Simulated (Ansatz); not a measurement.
# Ca under strain

Theory: DFT PBE, scalar-relativistic, plane waves, PAW (Ansatz). (420 eV cutoff, 15×15×4 k-mesh, Gaussian smearing of 0.10 eV, no spin polarisation)

Starting point, cell and atoms relaxed:

```
CELL_PARAMETERS angstrom
3.90221 0.00000 0.00000
-1.95110 3.37941 0.00000
0.00000 0.00000 12.80856
ATOMIC_POSITIONS crystal
Ca 0.00000 0.00000 0.00000
Ca 0.33333 0.66667 0.25000
Ca 0.00000 0.00000 0.50000
Ca 0.66667 0.33333 0.75000
```

Deformation: biaxial strain in the a-b plane, with the length and tilt of c and the atoms relaxed, all within the symmetry that the strain leaves. Energies are extrapolated to zero smearing.

```tsv
strain (%)	ΔE (meV/atom)	a (Å)	b (Å)	c (Å)
-6.0	45.5	3.668	3.668	13.043
-4.0	19.2	3.746	3.746	12.983
-2.0	4.6	3.824	3.824	12.901
+0.0	0.0	3.902	3.902	12.809
+2.0	4.4	3.980	3.980	12.740
+4.0	16.4	4.058	4.058	12.618
+6.0	33.7	4.136	4.136	12.467
```

Problem. What stiffness (1/V) d²E/dε² at zero strain does a cubic fit over all points give?

Solution. A cubic fit gives (1/V) d²E/dε² = 83 GPa at zero strain (twice the biaxial modulus).

Problem. How does the free axis c answer a small strain?

Solution. Between the innermost points its strain is -0.31 times the applied one.

This form isn't the element's structure at ambient conditions.

Cost: 7 runs of about 5.9 core-minutes in all, on Arm Neoverse V2 (shared hosts).